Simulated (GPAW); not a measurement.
The system is Al3Cu.

```
Cu Al
1.0
     2.77841    0.00000    0.00000
     0.00000    2.77841    0.00000
     0.00000    0.00000    7.51340
Cu Al
1 3
Cartesian
  0.0000 0.0000 0.0000
  1.3892 1.3892 5.8145
  1.3892 1.3892 1.6989
  0.0000 0.0000 3.7567
```

The cell comes from a database or a generator and needn't be the stable form of this composition.

| Quantity | Value |
| --- | --- |
| Program | GPAW 26.7.0 |
| Task | relaxation of cell and atoms |
| Functional | PBEsol |
| Dispersion | D3(BJ) |
| Potentials or basis | PAW data sets generated in the run's folder for this functional |
| Cutoff | 600 eV |
| Basis | pw |
| k mesh | 8 × 8 × 3 |
| Occupations | fermi-dirac, width 0.05 eV |
| Spin | no spin polarisation |

At the start: pressure -2.6 GPa; volume 14.50 Å³/atom.

Question: Where does the relaxation end?

Answer: Over 9 steps the energy falls by 4.5 meV/atom and the volume is 14.17 Å³/atom (-2.3 %); space group P4/mmm (No. 123, to 0.05 Å).

The path:
| step | energy change (eV) | largest force (eV/Å) | pressure (GPa) | volume (Å³) |
| --- | --- | --- | --- | --- |
| 1 | 0.0000 | 0.1512 | -2.58 | 58.00 |
| 2 | -0.0031 | 0.1357 | -2.31 | 57.86 |
| 3 | -0.0153 | 0.0241 | 0.22 | 56.62 |
| 4 | -0.0154 | 0.0124 | 0.06 | 56.70 |
| 5 | -0.0156 | 0.0037 | -0.06 | 56.75 |
| 6 | -0.0167 | 0.0274 | -0.40 | 56.91 |
| 7 | -0.0174 | 0.0418 | -0.46 | 56.94 |
| 8 | -0.0179 | 0.0274 | -0.20 | 56.81 |
| 9 | -0.0181 | 0.0080 | 0.06 | 56.69 |

Final structure:
```
CELL_PARAMETERS angstrom
2.77170 0.00000 0.00000
0.00000 2.77170 0.00000
0.00000 0.00000 7.37954
ATOMIC_POSITIONS crystal
Cu 0.00000 0.00000 0.00000
Al 0.50000 0.50000 0.77601
Al 0.50000 0.50000 0.22399
Al 0.00000 0.00000 0.50000
```

Caveat: with this Cu data set, volumes or pressures lay over 1.5 % or 2 GPa off other programs in two to four cells of ten; later steps reuse the first step's grids; pairwise dispersion overbinds metals, which lowers pressure and volume.
